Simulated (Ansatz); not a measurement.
# Y (P6_3/mmc) in Ansatz: a series of runs

One crystal, Y, is run at these levels: LDA, PBE, PBEsol, RPBE; tasks: relaxation of cell and atoms.

Everything below comes from runs of Ansatz 0.2.0. Logs are shortened: lines on timing, memory, paths and dates and some standing lists are left out, and cuts for length are marked.

## (1) The structure

Symmetry: P6_3/mmc, No. 194, hexagonal system. Conventional cell: a = 3.647 Å, b = 3.647 Å, c = 5.731 Å, α = 90.00°, β = 90.00°, γ = 120.00°. Around Y (site symmetry -6m2) lie 12 Y at 3.56 to 3.65 Å.

## (2) Relaxation of cell and atoms, LDA

input.yaml reads:

```yaml
crystal:
  lattice:
    - [3.6474, 0.0, 0.0]
    - [-1.8237, 3.1587410578, 0.0]
    - [0.0, 0.0, 5.7306]
  atoms:
    - { symbol: "Y", position: [0.6666666667, 0.3333333333, 0.75] }
    - { symbol: "Y", position: [0.3333333333, 0.6666666667, 0.25] }
hamiltonian:
  xc: lda
  pseudopotentials: { kind: paw }
kpoints:
  mp_grid: { grid: [8, 8, 5] }
scf:
  occupations: { method: fermi_dirac, width: 0.05 }
output:
  forces: true
  stress: true
  eigenvalues: true
  write_density: true
  write_potential: true
  elf: true
  volumetric_format: npy
relax:
  f_tol: 0.01
  max_steps: 40
  cell: { stress_tol: 0.05 }
```

Potentials or basis: Ansatz PAW.

Launch:

```console
$ ansatz run input.yaml --threads 2 --pin off --max-ram 5632MiB --backend cpu --events-out ev --progress --plain --runs-dir out
```

What it wrote:

```text
Warning: RAYON_NUM_THREADS=2 ignored (pool sized by the plan → 2); use --threads N
Engine: ansatz 0.2.0, aarch64-unknown-linux-gnu
Pseudopotentials: kind: paw
Pseudopotential: Y, paw, valence charge 11, recommended cutoff 420 eV (normal), Y.paw.azcp
Functional definition: SPW92
  exchange = slater_x
  correlation = pw_c
Crystal: 2 atoms, lattice volume = 66.023 Å³
Basis set: ecut = 420 eV, 1267 PW (Γ)
Bands: 15, of which v1, the nominal top of the filled ones, is band 11 counted from 1 (10 counted from 0)
Symmetry: 24 space group operations
Space group: P63/mmc (ITA 194), of the structure as read, at distance tolerance 4.0e-5 Å
k-points: 30 of 320
Non-local potential: Y, projectors of the file, l = 0: 3, l = 1: 2, l = 2: 2, l = 3: 1
PAW form: soft (Blöchl's): semilocal exchange-correlation on the pseudo side does not see the compensation charge
PAW frozen core: Y, regenerated for the run's functional, and the local potential with it (the file was generated under x = pbe(κ = 0.804, μ = 0.2195149727645171), c = pbe(β = 0.06672455060314922))
PAW one-centre angular grid: Y, 590 points (default); XC on 64 Gauss nodes
Initial density: superposition of atomic densities (neutral atoms: chi_scale 0, normalization atom), corrected by the library's trained network
Initial wavefunctions: pseudopotential atomic-orbital guess
Functional: x = slater, c = lda
SCF iter   1: F=—  HF=-7491.042525 eV  |F-HF|=—  |Δ(HF+E_count)|=         —  Δρ=4.73e-3  dr2=4.10e-3  ethr=1.77e-3  ⟨swp⟩=4.5  Hψ=1980  notcnv=0
preconditioner: auto → Kerker (q_TF=auto, 2.272 Å⁻¹)  [metal: Δε(μ)=0.011 eV  Ē_g=2.482 eV  σ=0.050 eV  W_gap=0.05  n_scr=22 (ndim 8)  ℏωp=11.2 eV  f_vac=0.000  D(μ)=5.14/eV (n_scr^D=54)]
SCF iter   2: F=—  HF=-7491.041886 eV  |F-HF|=—  |Δ(HF+E_count)|=   6.39e-4  Δρ=2.52e-3  dr2=1.32e-3  ethr=1.86e-5  ⟨swp⟩=2.8  Hψ=947  notcnv=0
SCF iter   3: F=—  HF=-7491.041787 eV  |F-HF|=—  |Δ(HF+E_count)|=   9.90e-5  Δρ=2.75e-4  dr2=3.37e-5  ethr=6.00e-6  ⟨swp⟩=3.0  Hψ=777  notcnv=0
SCF iter   4: F=—  HF=-7491.041784 eV  |F-HF|=—  |Δ(HF+E_count)|=   3.31e-6  Δρ=9.99e-5  dr2=5.29e-6  ethr=1.53e-7  ⟨swp⟩=2.0  Hψ=718  notcnv=0
SCF iter   5: F=—  HF=-7491.041785 eV  |F-HF|=—  |Δ(HF+E_count)|=   9.33e-7  Δρ=1.96e-5  dr2=3.36e-7  ethr=2.40e-8  ⟨swp⟩=2.0  Hψ=716  notcnv=0
SCF iter   6: F=-7491.041785 eV  HF=-7491.041785 eV  |F-HF|=2.68e-8  |Δ(HF+E_count)|=   6.63e-8  Δρ=7.33e-6  dr2=3.43e-8  ethr=4.55e-10  ⟨swp⟩=7.3  Hψ=2342  notcnv=0
SCF 1 converged in 6 iterations: F = -7491.041785 eV  dr2 = 3.43e-8
relax step   1: F+E_penalty+E_count = -7491.04178493 eV  Δ(F+E_penalty+E_count) = +0.000e0 eV  max|allowed force component| = 7.170e-17 eV/Å  Δτ_max = 0.0000 Å  P = -3.774 GPa  Ω = 66.023 Å³  (6 SCF iters, dr2 threshold 1.00e-7 eV, accepted)
Crystal: 2 atoms, lattice volume = 59.867 Å³
Basis set: ecut = 420 eV, 1141 PW (Γ)
[... 28 lines left out ...]
SCF iter   1: F=—  HF=-7491.120057 eV  |F-HF|=—  |Δ(HF+E_count)|=         —  Δρ=3.29e-5  dr2=8.14e-8  ethr=1.20e-7  ⟨swp⟩=3.0  Hψ=3353  notcnv=0
SCF iter   2: F=—  HF=-7491.120057 eV  |F-HF|=—  |Δ(HF+E_count)|=   8.00e-8  Δρ=1.69e-5  dr2=2.14e-8  ethr=3.70e-10  ⟨swp⟩=2.1  Hψ=651  notcnv=0
SCF iter   3: F=—  HF=-7491.120057 eV  |F-HF|=—  |Δ(HF+E_count)|=   2.96e-9  Δρ=7.22e-7  dr2=1.64e-10  ethr=9.72e-11  ⟨swp⟩=2.0  Hψ=510  notcnv=0
SCF iter   4: F=-7491.120057 eV  HF=-7491.120057 eV  |F-HF|=1.82e-12  |Δ(HF+E_count)|=  1.82e-11  Δρ=1.80e-7  dr2=1.07e-11  ethr=1.00e-12  ⟨swp⟩=6.3  Hψ=2060  notcnv=0
SCF 5 converged in 4 iterations: F = -7491.120057 eV  dr2 = 1.07e-11
relax step   5: F+E_penalty+E_count = -7491.12005658 eV  Δ(F+E_penalty+E_count) = +1.261e-4 eV  max|allowed force component| = 9.252e-17 eV/Å  Δτ_max = 0.0000 Å  P = +0.003 GPa  Ω = 59.776 Å³  stress off target by 8.21e-3 GPa  SCF on the basis re-selected at this cell (its energy is not comparable with the rows above)  (4 SCF iters)
basis re-selected at this cell: Δ(F+E_penalty+E_count) = +1.261e-4 eV, ΔP = +0.002 GPa vs the last step (what re-selecting the basis moved, of the pressure what is left beyond the Pulay correction that the steps carried, after the strain that the cell walked since its last selection, with what the two solves' SCF thresholds leave and, on support functions, any second-order correction that the steps lacked; it is no measure of the basis error at this ecutwfc). The dense FFT grid was sized anew with the basis: this SCF ran on 24×24×40 points, the steps before it on 25×25×40, so part of this shift can come from that change (see relax.cell in the input reference). This SCF's stress stands 8.21e-3 GPa from its target on what of the cell is left free (relax.cell.stress_tol is 5.00e-2 GPa) and its largest allowed force component is 9.25e-17 eV/Å (relax.f_tol is 1.00e-2 eV/Å): within both
SCF converged after 4 iterations
Free energy (F): -7491.120057 eV
Harris-Foulkes:  -7491.120057 eV  (|F-HF|=1.82e-12)
Internal energy: -7491.081364 eV  (E = F + TS)
E sigma→0 (E₀):  -7491.100710 eV
Entropy (-TS):   -0.038692 eV (-19.346 meV/atom)
Fermi energy:    10.167010 eV
--- Per-component energies (eV) ---
  E_band       = -220.260864
  E_kinetic    = 612.826963
  E_local      = -1168.457772  (includes V_loc(G=0)·N_el)
  E_nonlocal   = 108.927622
  E_hartree    = 368.626048
  E_xc         = -343.510783
  E_vxc        = -397.208823  (∫ρ·V_xc dr)
  E_paw        = -5448.987881  (= ΣΔE_a)
  E_vpaw       = -113.600876  (= ΣTr[D̂ρ^β])
  E_aug_tail   = 0.000003  (compensation charges beyond the density's cutoff)
  E_ewald      = -1621.164736
  E_core_change = 0.659172  (= ΣΔE_core)
  E_smearing   = -0.038692  (= −TS)
  E_closure    = -0.000000  (closes the sum)
  Σ components = -7491.120057   (vs F -7491.120057, Δ=0.00e0)
--- Forces (eV/Å), atoms counted from 1 ---
  atom   1  Y      0.00000000     0.00000000    -0.00000000
  atom   2  Y     -0.00000000    -0.00000000     0.00000000
  max |Σ_I F_I| component: 9.25e-18 eV/Å
--- Stress (GPa, compression-positive) ---
       -0.000026       0.000000      -0.000000
        0.000000      -0.000026      -0.000000
       -0.000000      -0.000000       0.008208
  P = ⅓ Tr σ = 0.0027 GPa (0.027 kbar)
--- Band table (eV; the first three rows and the last of 30) ---
  k-point 0: bands = ["-32.1311", "-32.0186", "-12.5947", "-11.9354", "-11.9354", "-11.8141", "-11.8141", "-11.7695", "5.4058", "8.1731", "11.4524", "11.9652", "11.9652", "12.3039", "12.6426"]
  k-point 1: bands = ["-32.1205", "-32.0295", "-12.5209", "-11.9239", "-11.9239", "-11.8540", "-11.8258", "-11.8258", "5.6932", "8.0356", "11.1494", "11.8363", "11.8363", "12.0362", "12.4123"]
  k-point 2: bands = ["-32.0926", "-32.0578", "-12.3232", "-12.0688", "-11.8938", "-11.8938", "-11.8563", "-11.8563", "6.4658", "7.4209", "10.9957", "11.4382", "11.7964", "11.7964", "12.0204"]
  k-point 29: bands = ["-32.0173", "-32.0126", "-12.4478", "-12.4230", "-12.2356", "-12.1593", "-11.9370", "-11.9098", "9.1486", "9.4126", "10.1060", "10.1741", "10.7879", "10.8485", "12.7905"]
--- Relaxed structure (4 steps of the walk, 4 accepted, 1 SCFs on fresh bases) ---
  F+E_penalty+E_count = -7491.12005658 eV   max|allowed force component| = 9.252e-17 eV/Å   (the final SCF, on the basis selected at the relaxed cell)
  cell:  # Å, volume = 59.7757 Å³
    - [3.5301840436240095, 4.127828594026108e-34, -6.9521323688860785e-34]
    - [-1.7650920218120048, 3.0572290618128655, -3.836731482210367e-18]
    - [-1.092281892660731e-33, -6.960612797870675e-18, 5.538589689427148]
  atoms:
    - { symbol: Y, position: [0.6666666666666666, 0.33333333333333326, 0.7499999999999999] }
    - { symbol: Y, position: [0.33333333333333326, 0.6666666666666665, 0.24999999999999997] }
```

Run time: 4.7 s. Hardware: 2 threads of Arm Neoverse V1, shared host; peak memory 0.32 GiB.

What came out:

```
Free energy                            : -7491.1201 eV
Relaxed volume                         : 29.89 Å³/atom
Relaxed cell                           : a = 3.530 Å, b = 3.530 Å, c = 5.539 Å, α = 90.00°, β = 90.00°, γ = 120.00°
Space group after relaxing (to 0.05 Å) : P6_3/mmc (No. 194)
Energy gained by relaxing              : 39.1 meV/atom
Ionic steps                            : 5
Pressure after relaxing                : 0.0 GPa
Band gap on the k mesh                 : none (metal or under the smearing width)
```

Step by step:
| step | energy change (eV) | largest force (eV/Å) | volume (Å³) |
| --- | --- | --- | --- |
| 1 | 0.0000 | 0.0000 | 66.02 |
| 2 | -0.0782 | 0.0000 | 59.87 |
| 3 | -0.0784 | 0.0000 | 59.80 |
| 4 | -0.0784 | 0.0000 | 59.78 |
| 5 | -0.0783 | 0.0000 | 59.78 |

Final structure:
```xyz
2
Lattice="3.5302 0.0000 0.0000 -1.7651 3.0572 0.0000 0.0000 0.0000 5.5386" Properties=species:S:1:pos:R:3 pbc="T T T"
Y     1.7651    1.0191    4.1539
Y     0.0000    2.0382    1.3846
```

Caveat: the plane-wave basis is chosen anew once the cell has moved, so the energies of steps on either side of that aren't comparable; the PAW data sets come from PBE, with cores solved anew for the run's functional, which leaves a small shift of forces and pressure. Zero-point motion and thermal expansion aren't in these numbers.

## (3) Relaxation of cell and atoms, PBE

input.yaml: that of step 2 with these lines changed.

```diff
@@ -9,3 +9,3 @@
 hamiltonian:
-  xc: lda
+  xc: pbe
   pseudopotentials: { kind: paw }
@@ -19,6 +19,2 @@
   eigenvalues: true
-  write_density: true
-  write_potential: true
-  elf: true
-  volumetric_format: npy
 relax:
```

Potentials or basis: Ansatz PAW.

Launch:

```console
$ ansatz run input.yaml --threads 2 --pin off --max-ram 5632MiB --backend cpu --events-out ev --progress --plain --runs-dir out
```

Wall time 3.8 s (2 threads of Arm Neoverse V1, shared host); peak memory 0.33 GiB.

The run converged. Its results:

```
Free energy                            : -7697.3439 eV
Relaxed volume                         : 32.92 Å³/atom
Relaxed cell                           : a = 3.653 Å, b = 3.653 Å, c = 5.696 Å, α = 90.00°, β = 90.00°, γ = 120.00°
Space group after relaxing (to 0.05 Å) : P6_3/mmc (No. 194)
Energy gained by relaxing              : 0.3 meV/atom
Ionic steps                            : 4
Pressure after relaxing                : 0.0 GPa
Band gap on the k mesh                 : none (metal or under the smearing width)
```

The path:
```
step  energy change (eV)  largest force (eV/Å)  volume (Å³)
   1              0.0000                0.0000        66.02
   2             -0.0005                0.0000        65.81
   3             -0.0005                0.0000        65.84
   4             -0.0005                0.0000        65.84
```

Final structure:
```yaml
crystal:
  lattice:
    - [3.65332, 0.00000, 0.00000]
    - [-1.82666, 3.16387, 0.00000]
    - [0.00000, 0.00000, 5.69588]
  atoms:
    - { symbol: Y, position: [0.66667, 0.33333, 0.75000] }
    - { symbol: Y, position: [0.33333, 0.66667, 0.25000] }
```

Levels at points of the mesh, in eV from the Fermi level:
| k point | band 9 | band 10 | band 11 | band 12 | band 13 | band 14 |
| --- | --- | --- | --- | --- | --- | --- |
| (0.00, 0.00, 0.00) | -4.63 | -1.82 | 0.93 | 1.75 | 1.75 | 2.11 |
| (0.00, -0.50, 0.00) | -1.65 | -1.16 | -0.79 | -0.11 | 1.43 | 1.46 |

Caveat: the plane-wave basis is chosen anew once the cell has moved, so the energies of steps on either side of that aren't comparable.

## (4) Relaxation of cell and atoms, PBEsol

input.yaml: that of step 3 with these lines changed.

```diff
@@ -9,3 +9,3 @@
 hamiltonian:
-  xc: pbe
+  xc: pbesol
   pseudopotentials: { kind: paw }
```

Launch:

```console
$ ansatz run input.yaml --threads 2 --pin off --max-ram 5632MiB --backend cpu --events-out ev --progress --plain --runs-dir out
```

Run time: 3.1 s. Hardware: 2 threads of Arm Neoverse V1, shared host; peak memory 0.33 GiB.

It converged, with:

```
Free energy                            : -7590.1501 eV
Relaxed volume                         : 31.33 Å³/atom
Relaxed cell                           : a = 3.592 Å, b = 3.592 Å, c = 5.609 Å, α = 90.00°, β = 90.00°, γ = 120.00°
Space group after relaxing (to 0.05 Å) : P6_3/mmc (No. 194)
Energy gained by relaxing              : 11.2 meV/atom
Ionic steps                            : 3
Pressure after relaxing                : 0.0 GPa
Band gap on the k mesh                 : none (metal or under the smearing width)
```

Step by step:
```tsv
step	energy change (eV)	largest force (eV/Å)	volume (Å³)
1	0.0000	0.0000	66.02
2	-0.0224	0.0000	62.66
3	-0.0223	0.0000	62.66
```

Final structure:
```
CELL_PARAMETERS angstrom
3.59171 0.00000 0.00000
-1.79585 3.11051 0.00000
0.00000 0.00000 5.60904
ATOMIC_POSITIONS crystal
Y 0.66667 0.33333 0.75000
Y 0.33333 0.66667 0.25000
```

Levels at points of the mesh, in eV from the Fermi level:
```csv
k point,band 8,band 9,band 10,band 11,band 12,band 13,band 14,band 15
"(0.00, 0.00, 0.00)",-22.09,-4.71,-1.91,1.09,1.79,1.79,2.15,2.45
"(0.00, -0.50, 0.00)",-22.20,-1.67,-1.26,-0.86,-0.01,1.48,1.51,2.19
```

Caveat: the plane-wave basis is chosen anew once the cell has moved, so the energies of steps on either side of that aren't comparable; the PAW data sets come from PBE, with cores solved anew for the run's functional, which leaves a small shift of forces and pressure.

## (5) Relaxation of cell and atoms, RPBE

input.yaml: that of step 4 with these lines changed.

```diff
@@ -9,3 +9,3 @@
 hamiltonian:
-  xc: pbesol
+  xc: rpbe
   pseudopotentials: { kind: paw }
```

Launch:

```console
$ ansatz run input.yaml --threads 2 --pin off --max-ram 5632MiB --backend cpu --events-out ev --progress --plain --runs-dir out
```

Run time: 3.9 s. Hardware: 2 threads of Arm Neoverse V1, shared host; peak memory 0.33 GiB.

It converged, with:

```
Free energy                            : -7710.9386 eV
Relaxed volume                         : 34.19 Å³/atom
Relaxed cell                           : a = 3.698 Å, b = 3.698 Å, c = 5.774 Å, α = 90.00°, β = 90.00°, γ = 120.00°
Space group after relaxing (to 0.05 Å) : P6_3/mmc (No. 194)
Energy gained by relaxing              : 5.2 meV/atom
Ionic steps                            : 4
Pressure after relaxing                : 0.0 GPa
Band gap on the k mesh                 : none (metal or under the smearing width)
```

Step by step:
```csv
step,energy change (eV),largest force (eV/Å),volume (Å³)
1,0.0000,0.0000,66.02
2,-0.0102,0.0000,68.40
3,-0.0103,0.0000,68.37
4,-0.0103,0.0000,68.37
```

Final structure:
```yaml
crystal:
  lattice:
    - [3.69782, 0.00000, 0.00000]
    - [-1.84891, 3.20241, 0.00000]
    - [0.00000, 0.00000, 5.77357]
  atoms:
    - { symbol: Y, position: [0.66667, 0.33333, 0.75000] }
    - { symbol: Y, position: [0.33333, 0.66667, 0.25000] }
```

Levels at points of the mesh, in eV from the Fermi level:
```csv
k point,band 8,band 9,band 10,band 11,band 12,band 13,band 14,band 15
"(0.00, 0.00, 0.00)",-22.51,-4.57,-1.76,0.78,1.74,1.74,2.06,2.32
"(0.00, -0.50, 0.00)",-22.59,-1.63,-1.10,-0.74,-0.18,1.36,1.46,2.03
```

Caveat: the plane-wave basis is chosen anew once the cell has moved, so the energies of steps on either side of that aren't comparable; the PAW data sets come from PBE, with cores solved anew for the run's functional, which leaves a small shift of forces and pressure. RPBE and its kin give volumes clearly too large for solids.

## (6) Summary

| level | gap on the mesh (eV) | pressure (GPa) | relaxed volume (Å³/atom) |
| --- | --- | --- | --- |
| LDA | none | 0.0 | 29.89 |
| PBE | none | 0.0 | 32.92 |
| PBEsol | none | 0.0 | 31.33 |
| RPBE | none | 0.0 | 34.19 |

Alike in all rows: task relaxation of cell and atoms; potentials or basis Ansatz PAW; no spin polarisation; cell relaxed; k mesh 8 × 8 × 5; cutoff (eV) 420; smearing fermi-dirac 0.05 eV.

Caveats: the plane-wave basis is chosen anew once the cell has moved, so the energies of steps on either side of that aren't comparable; the PAW data sets come from PBE, with cores solved anew for the run's functional, which leaves a small shift of forces and pressure (some runs).

Absolute energies hang on the potentials; compare differences alone.
